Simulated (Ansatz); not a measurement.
**Response to strain in ZnTe**

Consider ZnTe in the zinc blende structure (space group F-43m, No. 216).

```
CELL_PARAMETERS angstrom
      0.00000     3.08959     3.08959
      3.08959     0.00000     3.08959
      3.08959     3.08959     0.00000
ATOMIC_POSITIONS crystal
  Te 0.75000 0.75000 0.75000
  Zn 0.00000 0.00000 0.00000
```

Cartesian axes are those of the cell as printed.

Strains are applied to the cell and any free atomic positions relax; under biaxial strain the out-of-plane vector relaxes too.

The values are results of plane-wave PAW DFT at the PBE level (Ansatz, a program for electronic structure, 420 eV), without spin-orbit coupling, earlier PAW set, not measurements.

Candidates:
(a) isotropic strain −1.97 %
(b) isotropic strain −2.09 %
(c) biaxial strain −1.76 %, plane normal [110], relaxed out of plane
(d) uniaxial strain ε_yy = −5.43 %
(e) uniaxial strain ε_zz = +4.85 %

Notes on the quantities. energy relative to the base: free energy F.

Problem. Order them by energy relative to the base, highest first.

Solution. (d) uniaxial strain ε_yy = −5.43 % (+18 meV/atom), (b) isotropic strain −2.09 % (+17 meV/atom), (a) isotropic strain −1.97 % (+15 meV/atom), (e) uniaxial strain ε_zz = +4.85 % (+13 meV/atom), (c) biaxial strain −1.76 %, plane normal [110], relaxed out of plane (+5.1 meV/atom)

No phonon test of stability was made.
